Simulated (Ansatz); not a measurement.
# AlN (wurtzite): the cost of one run

Program: Ansatz 0.2.0. Level of theory: DFT PBEsol, scalar-relativistic, plane waves, PAW. These are calculated values, not measurements.

## 1. The starting structure

It takes space group P6_3mc (No. 186, hexagonal). Conventional cell: a = 3.122 Å, b = 3.122 Å, c = 4.958 Å, α = 90.00°, β = 90.00°, γ = 120.00°. Al (site symmetry 3m) is surrounded by 4 N at 1.89 to 1.90 Å. N (site symmetry 3m) is surrounded by 4 Al at 1.89 to 1.90 Å.

As a file:

```cif
data_structure
_symmetry_space_group_name_H-M 'P6_3mc'
_symmetry_Int_Tables_number 186
_cell_length_a 3.1219
_cell_length_b 3.1219
_cell_length_c 4.9577
_cell_angle_alpha 90.000
_cell_angle_beta 90.000
_cell_angle_gamma 120.000
_cell_volume 41.85
loop_
_atom_site_label
_atom_site_type_symbol
_atom_site_symmetry_multiplicity
_atom_site_Wyckoff_symbol
_atom_site_fract_x
_atom_site_fract_y
_atom_site_fract_z
_atom_site_occupancy
Al1 Al 2 b 0.33333 0.66667 0.00000 1
N1 N 2 b 0.33333 0.66667 0.38200 1
```

## 2. Single point: AlN (wurtzite), no spin

input.yaml

```yaml
crystal:
  lattice:
    - [3.1219487862, 0.0, 0.0]
    - [-1.5609743931, 2.7036869582, 0.0]
    - [0.0, 0.0, 4.9576546726]
  atoms:
    - { symbol: Al, position: [0.3333333333, 0.6666666667, 0.0] }
    - { symbol: Al, position: [0.6666666667, 0.3333333333, 0.5] }
    - { symbol: "N", position: [0.3333333333, 0.6666666667, 0.382] }
    - { symbol: "N", position: [0.6666666667, 0.3333333333, 0.882] }
scf:
  occupations: { method: fixed }
output:
  forces: true
  stress: true
  eigenvalues: true
  write_density: true
  write_potential: true
  elf: true
  volumetric_format: npy
hamiltonian:
  xc: pbesol
basis:
  ecutwfc: 520
kpoints:
  mp_grid: { grid: [9, 9, 6] }
```

Run with:

```bash
$ ansatz run input.yaml --threads 1 --pin off --max-ram 2867MiB --backend cpu --events-out ev --progress --plain --runs-dir out
```

**Question.** How long does this run take on 1 thread of Intel Xeon at 2.30GHz, shared host, and how much memory does it need?

About 3.7 s, with a peak of 0.39 GiB.
